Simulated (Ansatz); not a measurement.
Ti2C:

```
CELL_PARAMETERS angstrom
1.54070 0.88952 4.81377
-1.54070 0.88952 4.81377
0.00000 -1.77905 4.81377
ATOMIC_POSITIONS crystal
Ti 0.75450 0.75450 0.75450
Ti 0.24550 0.24550 0.24550
C 0.50000 0.50000 0.50000
```

The cell comes from a database or a generator and needn't be the stable form of this composition.

Base run:

```yaml
Program: Ansatz 0.2.0
Functional: PBEsol
Potentials_or_basis: all-electron LAPW, non-relativistic
Cutoff: 298 eV
Density_cutoff: 1190 eV
Basis_error_allowed: 0.002 eV/atom
k_mesh: 10 × 10 × 10
Occupations: fermi-dirac, width 0.05 eV
Spin: no spin polarisation
```

Its results: pressure -4.0 GPa; largest force 0.163 eV/Å.

**Question.** The run is repeated on the same cell with these changes: potentials or basis from all-electron LAPW, non-relativistic to all-electron LAPW, inner shells corrected to Dirac's equation. What comes out?

**Answer.** Pressure -4.7 GPa; largest force 0.188 eV/Å.

Not every run made on this cell is shown here.
